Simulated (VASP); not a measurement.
**Ir under changes of volume**

One of the cells (14.340 Å³/atom); the others are scaled copies at fixed shape and fractional positions:

```xyz
1
Lattice="0.0000 1.9283 1.9283 1.9283 0.0000 1.9283 1.9283 1.9283 0.0000" Properties=species:S:1:pos:R:3 pbc="T T T"
Ir    0.0000    0.0000    0.0000
```

- Program: VASP 6.6.1
- Functional: PBEsol
- Potentials or basis: VASP PAW PBE potentials, release 64 (Ir)
- Cutoff: 520 eV
- k mesh: 12 × 12 × 12
- Occupations: fermi-dirac, width 0.05 eV
- Spin: no spin polarisation

```tsv
volume (Å³/atom)	energy over the lowest point (meV/atom)	pressure (GPa)
13.215	?	?
13.496	25.01	18.1
13.778	1.71	8.6
14.340	0.00	-7.1
14.621	18.24	-13.6
14.902	47.27	-19.4
```

Task: What does the run at 13.215 Å³/atom give?

Result: Energy over the lowest point 65.89 meV/atom; pressure 28.7 GPa.

Worked out: A Birch-Murnaghan fit of order 3 (a polynomial in V^(-2/3)) to the other rows has its minimum at 14.07 Å³/atom with B0 = V·E''(V) = 390 GPa and B' = 5.0. It gives 65.71 meV/atom at 13.215 Å³/atom, against the run's 65.89, and -dE/dV = 28.6 GPa, against 28.7.

Energies are extrapolated to zero smearing.

Caveats: the PAW data sets were made with another functional, which shifts forces and pressure a little.
